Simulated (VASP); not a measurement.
# Cu (Cmcm) in VASP: further runs

One crystal, Cu, is run at these levels: PBE; tasks: relaxation of cell and atoms, single point.

Program: VASP 6.6.1. These are calculated values, not measurements. Logs are shortened: lines on timing, memory, paths and dates and some standing lists are left out, and cuts for length are marked.

### Step 1. The crystal as given

It takes space group Cmcm (No. 63, orthorhombic). Conventional cell: a = 2.437 Å, b = 7.953 Å, c = 2.475 Å, α = 90.00°, β = 90.00°, γ = 90.00°. Cu (site symmetry m2m) has 10 Cu at 2.44 to 2.54 Å as nearest neighbours.

This isn't the form of Cu at room conditions, which is fcc.

### Step 2. Relaxation of cell and atoms, PBE

INCAR

```
SYSTEM = Cu
PREC = Accurate ; ENCUT = 600
EDIFF = 1E-6 ; ISMEAR = 0
SIGMA = 0.1 ; LREAL = .FALSE.
LASPH = .TRUE. ; NELM = 100
ALGO = Normal ; ISIF = 3
LWAVE = .FALSE. ; LCHARG = .FALSE.
GGA = PE ; IBRION = 2
NSW = 90 ; EDIFFG = -0.04
```

KPOINTS

```
regular mesh
0
G
  8 8 8
  0 0 0
```

POSCAR

```
Cu
1.0
    1.2184636900     -3.9763780104      0.0000000000
    1.2184636900      3.9763780104      0.0000000000
    0.0000000000      0.0000000000      2.4754955235
Cu
2
Direct
    0.1338666500      0.8661333500      0.2500000000
    0.8661333500      0.1338666500      0.7500000000
```

Potentials or basis: VASP PAW PBE potentials, release 64 (Cu).

Started as:

```
cat potpaw_PBE.64/Cu/POTCAR > POTCAR
mpirun -np 1 vasp_std > vasp.out
```

OUTCAR:

```text
SYSTEM = Cu
   PREC = Accurate
   ENCUT = 600
   EDIFF = 1E-6
   ISMEAR = 0
   LREAL = .FALSE.
   LASPH = .TRUE.
   NELM = 100
   ISIF = 3
   GGA = PE
   IBRION = 2
   NSW = 90
   EDIFFG = -0.04

 ion  position               nearest neighbor table
   1  0.134  0.866  0.250-   2 2.46   2 2.46   2 2.54   2 2.54   2 2.54   2 2.54
   2  0.866  0.134  0.750-   1 2.46   1 2.46   1 2.54   1 2.54   1 2.54   1 2.54

  LATTYP: Found a base centered orthorhombic cell.
 ALAT       =     2.4369273800
 B/A-ratio  =     3.2634357864
 C/A-ratio  =     1.0158265461

  Lattice vectors:

 A1 = (   1.2184636900,  -3.9763780104,   0.0000000000)
 A2 = (   1.2184636900,   3.9763780104,   0.0000000000)
 A3 = (   0.0000000000,   0.0000000000,   2.4754955235)

Analysis of symmetry for initial positions (statically):
=====================================================================
 Subroutine PRICEL returns:
 Original cell was already a primitive cell.

 Routine SETGRP: Setting up the symmetry group for a
 base centered orthorhombic supercell.

 Subroutine GETGRP returns: Found  8 space group operations
 (whereof  4 operations were pure point group operations)
 out of a pool of  8 trial point group operations.

The static configuration has the point symmetry C_2h.
 The point group associated with its full space group is D_2h.

Analysis of symmetry for dynamics (positions and initial velocities):
=====================================================================
 Subroutine PRICEL returns:
 Original cell was already a primitive cell.

 Routine SETGRP: Setting up the symmetry group for a
 base centered orthorhombic supercell.

 Subroutine GETGRP returns: Found  8 space group operations
 (whereof  4 operations were pure point group operations)
 out of a pool of  8 trial point group operations.

The dynamic configuration has the point symmetry C_2h.
 The point group associated with its full space group is D_2h.

 Subroutine INISYM returns: Found  8 space group operations
 (whereof  4 operations are pure point group operations),
 and found     1 'primitive' translations

----------------------------------------------------------------------------------------

                                     Primitive cell

  volume of cell :      23.9879

  direct lattice vectors                    reciprocal lattice vectors
     1.218463690 -3.976378010  0.000000000     0.410352811 -0.125742572  0.000000000
     1.218463690  3.976378010  0.000000000     0.410352811  0.125742572  0.000000000
     0.000000000  0.000000000  2.475495523     0.000000000  0.000000000  0.403959527

  length of vectors
     4.158874348  4.158874348  2.475495523     0.429186001  0.429186001  0.403959527

  position of ions in fractional coordinates (direct lattice)
     0.133866650  0.866133350  0.250000000
[... 108 lines left out ...]
   LRPA    =     F    only Hartree local field effects (RPA)
 conjugate gradient relaxation of ions
 non-spin polarized calculation
 Gauss-broadening in eV      SIGMA  =   0.10
  energy-cutoff  :      600.00
  volume of cell :       23.99
 maximum number of plane-waves:       814
 NGX is ok and might be reduce to    36
   NGX = 17   NGY = 17   NGZ =  9

--------------------------------------- Ionic step        1  -------------------------------------------

 number of electron      22.0000013 magnetization

 Free energy of the ion-electron system (eV)
  ---------------------------------------------------
  ext. energy  EPLUGINS =         0.00000000
  ---------------------------------------------------
  free energy    TOTEN  =        -7.13246948 eV

  energy without entropy =       -7.12722177  energy(sigma->0) =       -7.12984563

------------------------ aborting loop because EDIFF is reached ----------------------------------------

  FORCE on cell =-STRESS in cart. coord.  units (eV):
  Direction    XX          YY          ZZ          XY          YZ          ZX
  --------------------------------------------------------------------------------------
  -------------------------------------------------------------------------------------
  Total        1.1434706      1.0153489      0.9969618      0.0000000     -0.0000000      0.0000000
  in kB       76.3735855     67.8162087     66.5881151      0.0000000     -0.0000000      0.0000000
  external PRESSURE =      70.2593031 kB  Pullay stress =       0.0000000 kB
[... 131 lines left out ...]
--------------------------------------- Ionic step        5  -------------------------------------------

 number of electron      22.0000004 magnetization

 Free energy of the ion-electron system (eV)
  ---------------------------------------------------
  ext. energy  EPLUGINS =         0.00000000
  ---------------------------------------------------
  free energy    TOTEN  =        -7.15869231 eV

  energy without entropy =       -7.15349910  energy(sigma->0) =       -7.15609570

 E-fermi :   6.8296     XC(G=0): -12.3192

 val. band max:        6.8122992191   @ k =  -0.3750   0.1250   0.0000
 cond. band min:       6.8582395563   @ k =  -0.3750   0.2500   0.2500
 fundamental gap:      0.0459403372
 Fermi energy:         6.8295627679

 k-point     1 :       0.0000    0.0000    0.0000
  band No.  band energies     occupation
      1      -2.0713      2.00000
      2       2.1079      2.00000
      3       2.8355      2.00000
      4       3.2806      2.00000
      5       3.9198      2.00000
      6       4.1559      2.00000
      7       4.5468      2.00000
      8       4.8361      2.00000
      9       5.0104      2.00000
     10       5.1409      2.00000
     11       5.3768      2.00000
     12       6.8818      0.46022
     13      11.3756      0.00000
     14      21.2295      0.00000
[... 401 lines left out ...]
      2       2.7365      2.00000
      3       3.3063      2.00000
      4       3.3713      2.00000
      5       3.9198      2.00000
      6       3.9432      2.00000
      7       4.2841      2.00000
      8       4.4447      2.00000
      9       4.6074      2.00000
     10       4.8537      2.00000
     11       5.1898      2.00000
     12       8.8385      0.00000
     13      13.6402      0.00000
     14      15.7165      0.00000
     15      17.8736      0.00000

 [... further k-points ...]

------------------------ aborting loop because EDIFF is reached ----------------------------------------

  FORCE on cell =-STRESS in cart. coord.  units (eV):
  Direction    XX          YY          ZZ          XY          YZ          ZX
  --------------------------------------------------------------------------------------
  -------------------------------------------------------------------------------------
  Total        0.0588633     -0.0123466      0.0138082      0.0000000     -0.0000000      0.0000000
  in kB        3.7422238     -0.7849341      0.8778548      0.0000000     -0.0000000      0.0000000
  external PRESSURE =       1.2783815 kB  Pullay stress =       0.0000000 kB
[... 17 lines left out ...]
  FREE ENERGIE OF THE ION-ELECTRON SYSTEM (eV)
  ---------------------------------------------------
  free  energy   TOTEN  =        -7.1586923115 eV

  energy  without entropy=       -7.1534990984  energy(sigma->0) =       -7.15609570

 reached required accuracy - stopping structural energy minimisation
```

CONTCAR:

```text
Cu
   1.00000000000000
     1.2430499634708054   -4.0357142740357821    0.0000000000000000
     1.2430499634708054    4.0357142740357821   -0.0000000000000000
     0.0000000000000000   -0.0000000000000000    2.5118079968043219
  Cu
     2
Direct
     0.1339135961046444    0.8660864038953556    0.2500000000000000
     0.8660864038953556    0.1339135961046444    0.7500000000000000

  0.00000000E+00  0.00000000E+00  0.00000000E+00
  0.00000000E+00  0.00000000E+00  0.00000000E+00
```

Run time: 2.6 min. Hardware: 1 thread of Intel Xeon Platinum 8375C at 2.90GHz (Ice Lake), shared host; peak memory 0.19 GiB.

What came out:

```yaml
Free_energy: -7.1587 eV
Relaxed_volume: 12.60 Å³/atom
Relaxed_cell: a = 4.223 Å, b = 4.223 Å, c = 2.512 Å, α = 90.00°, β = 90.00°, γ = 145.76°
Space_group_after_relaxing_to_0.05_Å: Cmcm (No. 63)
Energy_gained_by_relaxing: 13.1 meV/atom
Ionic_steps: 5
Pressure_after_relaxing: 0.1 GPa
Largest_force_after_relaxing: 0.024 eV/Å
Band_gap_on_the_k_mesh: none (metal or under the smearing width)
```

Forces on the atoms (eV/Å):
```
Cu   0.000 -0.024  0.000
Cu   0.000  0.024  0.000
```

The path:
```tsv
step	energy change (eV)	largest force (eV/Å)	pressure (GPa)	volume (Å³)
1	0.0000	0.0456	7.03	23.99
2	-0.0198	0.0777	-2.98	25.86
3	-0.0259	0.0426	-0.04	25.22
4	-0.0259	0.0407	0.10	25.19
5	-0.0262	0.0242	0.13	25.20
```

Final structure:
```
Cu
1.0
     1.24305   -4.03571    0.00000
     1.24305    4.03571    0.00000
     0.00000    0.00000    2.51181
Cu
2
Direct
  0.13391 0.86609 0.25000
  0.86609 0.13391 0.75000
```

### Step 3. Single point, PBE

INCAR

```
SYSTEM = Cu
PREC     = Accurate       ! precision mode
ENCUT    = 520            ! plane-wave cutoff, eV
EDIFF    = 1E-6           ! SCF threshold, eV
ISMEAR   = 0              ! smearing method
SIGMA    = 0.1            ! smearing width, eV
LREAL    = .FALSE.        ! projectors in reciprocal space
LASPH    = .TRUE.         ! aspherical terms in the spheres
NELM     = 100            ! most SCF steps
ALGO     = Normal         ! electronic algorithm
ISIF     = 2              ! what is computed and relaxed
LWAVE    = .FALSE.        ! write WAVECAR
LCHARG   = .FALSE.        ! write CHGCAR
GGA      = PE             ! functional
NBANDS   = 18             ! bands
```

KPOINTS is that of step 2.

POSCAR is that of step 2.

Potentials or basis: VASP PAW PBE potentials, release 64 (Cu).

Started as:

```
cat potpaw_PBE.64/Cu/POTCAR > POTCAR
mpirun -np 1 vasp_std > vasp.out
```

It took 31 s on 1 thread of Intel Xeon Platinum 8375C at 2.90GHz (Ice Lake), shared host; peak memory 0.17 GiB.

Results (log left out):

| Quantity | Value |
| --- | --- |
| Free energy | -7.1323 eV |
| Pressure | 7.0 GPa |
| Largest force | 0.046 eV/Å |
| Band gap on the k mesh | none (metal or under the smearing width) |

Forces in eV/Å, atoms in the order of the input:
```
Cu   0.000  0.046  0.000
Cu   0.000 -0.046  0.000
```

Stress tensor (GPa, compression positive):
```
7.60 0.00 0.00
0.00 6.73 0.00
0.00 0.00 6.63
```

Levels at points of the mesh, in eV from the Fermi level:
| k point | band 7 | band 8 | band 9 | band 10 | band 11 | band 12 | band 13 | band 14 | band 15 | band 16 |
| --- | --- | --- | --- | --- | --- | --- | --- | --- | --- | --- |
| (0.00, 0.00, 0.00) | -2.37 | -2.06 | -1.88 | -1.74 | -1.49 | -0.08 | 4.77 | 14.74 | 18.38 | 19.26 |
| (0.50, 0.00, 0.00) | -2.74 | -2.53 | -2.16 | -1.70 | -0.50 | 1.25 | 2.51 | 6.85 | 12.88 | 15.66 |
| (0.50, 0.50, 0.00) | -2.61 | -2.35 | -2.33 | -1.97 | -1.64 | -1.57 | 13.60 | 15.26 | 15.55 | 17.61 |
| (0.00, 0.00, 0.50) | -2.76 | -2.76 | -1.75 | -1.75 | -0.05 | -0.05 | 8.17 | 8.17 | 9.40 | 9.40 |
| (0.50, 0.00, 0.50) | -1.86 | -1.86 | -1.31 | -1.31 | 3.70 | 3.70 | 7.47 | 7.47 | 9.64 | 9.64 |
| (0.50, 0.50, 0.50) | -2.03 | -2.03 | -1.60 | -1.60 | -0.98 | -0.98 | 3.67 | 3.67 | 17.89 | 17.89 |

### Step 4. Single point, PBE (random cell with space group I4/mmm (No. 139))

INCAR

```
SYSTEM = Cu
PREC     = Accurate       ! precision mode
ENCUT    = 520            ! plane-wave cutoff, eV
EDIFF    = 1E-6           ! SCF threshold, eV
ISMEAR   = 0              ! smearing method
SIGMA    = 0.1            ! smearing width, eV
LREAL    = .False.        ! projectors in reciprocal space
LASPH    = .True.         ! aspherical terms in the spheres
NELM     = 100            ! most SCF steps
ALGO     = Fast           ! electronic algorithm
ISIF     = 2              ! what is computed and relaxed
LWAVE    = .False.        ! write WAVECAR
LCHARG   = .False.        ! write CHGCAR
GGA      = PE             ! functional
NBANDS   = 36             ! bands
```

KPOINTS

```
regular mesh
0
Gamma
  6 6 6
  0 0 0
```

POSCAR

```
Cu
1.0
   -2.9147271326      2.9147271326      2.2008156480
    2.9147271326     -2.9147271326      2.2008156480
    2.9147271326      2.9147271326     -2.2008156480
Cu
5
Direct
    0.2008692684      0.2008692684      0.4017385369
    0.7991307316      0.2008692684      0.0000000000
    0.7991307316      0.7991307316      0.5982614631
    0.2008692684      0.7991307316      0.0000000000
    0.5000000000      0.5000000000      0.0000000000
```

Started as:

```
cat potpaw_PBE.64/Cu/POTCAR > POTCAR
mpirun -np 1 vasp_std > vasp.out
```

Run time: 73 s. Hardware: 1 thread of AMD EPYC 9R45 (Zen 5), shared host; peak memory 0.19 GiB.

It converged, with:

- Free energy: -16.2690 eV
- Pressure: 0.6 GPa
- Largest force: 0.010 eV/Å
- Band gap on the k mesh: none (metal or under the smearing width)

Forces in eV/Å, atoms in the order of the input:
```
Cu   0.007  0.007  0.000
Cu   0.007 -0.007  0.000
Cu  -0.007 -0.007  0.000
Cu  -0.007  0.007  0.000
Cu   0.000  0.000  0.000
```

Stress tensor (GPa, compression positive):
```
0.53 0.00 0.00
0.00 0.53 0.00
0.00 0.00 0.62
```

Levels at points of the mesh, in eV from the Fermi level:
| k point | band 24 | band 25 | band 26 | band 27 | band 28 | band 29 | band 30 | band 31 |
| --- | --- | --- | --- | --- | --- | --- | --- | --- |
| (0.00, 0.00, 0.00) | -1.58 | -1.30 | -1.28 | 1.50 | 1.50 | 3.34 | 4.79 | 4.81 |
| (0.50, 0.00, 0.00) | -1.35 | -1.29 | -1.22 | -1.21 | 0.45 | 0.94 | 1.69 | 2.60 |
| (0.50, 0.50, 0.00) | -1.50 | -1.43 | -1.36 | -1.33 | 2.46 | 4.02 | 4.30 | 4.35 |
| (0.50, 0.50, 0.50) | -1.31 | -1.27 | -1.09 | -0.58 | -0.58 | -0.23 | -0.23 | 3.49 |

### Step 5. Summary

| task | cell | k mesh | cutoff (eV) | gap on the mesh (eV) | pressure (GPa) | largest force (eV/Å) |
| --- | --- | --- | --- | --- | --- | --- |
| relaxation of cell and atoms | relaxed | 8 × 8 × 8 | 600 | none | 0.1 | 0.02 |
| single point | as given | 8 × 8 × 8 | 520 | none | 7.0 | 0.05 |
| single point | random cell with space group I4/mmm (No. 139) | 6 × 6 × 6 | 520 | none | 0.6 | 0.01 |

Alike in all rows: level PBE; potentials or basis VASP PAW PBE potentials, release 64 (Cu); no spin polarisation; smearing gaussian 0.1 eV.

Absolute energies hang on the potentials; compare differences alone.
